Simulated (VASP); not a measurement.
A VASP calculation is set up with these files.

POSCAR:
```
BeO
1
    2.6294180000     0.0000000000     0.0000000000
   -1.3147090000     2.2771430000     0.0000000000
    0.0000000000     0.0000000000     8.6080420000
Be O
4 4
Direct
  0.0000000000   0.0000000000   0.0000000000
  0.0000000000   0.0000000000   0.5000000000
  0.6666670000   0.3333330000   0.7501800000
  0.3333330000   0.6666670000   0.2501800000
  0.0000000000   0.0000000000   0.8121600000
  0.0000000000   0.0000000000   0.3121600000
  0.6666670000   0.3333330000   0.5632900000
  0.3333330000   0.6666670000   0.0632900000
```

### KPOINTS
```
kpoints
0
gamma
  7 7 2
0 0 0
```

INCAR:
```
! general
SYSTEM  =  BeO
PREC    =  Accurate
ENCUT   =  400
LREAL   =  .False.
LASPH   =  .True.

! electronic loop
EDIFF   =  1E-6
NELM    =  100
ALGO    =  Normal

! smearing
ISMEAR  =  0
SIGMA   =  0.2

! functional
GGA     =  PE

! ions
ISIF    =  2

! output
LWAVE   =  .False.
LCHARG  =  .False.
```

POTCAR, in this order: Be O (PBE.64 set). Program: vasp_std.

Q: Write an equivalent input for Ansatz.

A: One equivalent input (not run):
Ansatz 0.2 input:
```yaml
crystal:
  lattice:
    - [2.6294180, 0.0000000, 0.0000000]
    - [-1.3147090, 2.2771430, 0.0000000]
    - [0.0000000, 0.0000000, 8.6080420]
  atoms:
    - { symbol: Be, position: [0.0000000, 0.0000000, 0.0000000] }
    - { symbol: Be, position: [0.0000000, 0.0000000, 0.5000000] }
    - { symbol: Be, position: [0.6666670, 0.3333330, 0.7501800] }
    - { symbol: Be, position: [0.3333330, 0.6666670, 0.2501800] }
    - { symbol: O, position: [0.0000000, 0.0000000, 0.8121600] }
    - { symbol: O, position: [0.0000000, 0.0000000, 0.3121600] }
    - { symbol: O, position: [0.6666670, 0.3333330, 0.5632900] }
    - { symbol: O, position: [0.3333330, 0.6666670, 0.0632900] }
kpoints:
  mp_grid: { grid: [7, 7, 2] }
hamiltonian:
  xc: pbe
  pseudopotentials: { kind: paw }
scf:
  occupations: { method: gaussian, width: 0.2 }
  max_iter: 100
output: { forces: true, stress: true, eigenvalues: true }
```
What does not carry over: each code has its own PAW files, so the cut-off isn't converted (ENCUT is set for VASP's; basis.ecutwfc is left out, and Ansatz then takes the one that its files recommend); Ansatz stops its SCF on the density residual and VASP on the energy change (EDIFF).

The structure was generated: BeO was put into an ordered model structure, which need not be its known phase. The cell was not relaxed at this level, and its volume differs by -5.9 % from the start's.
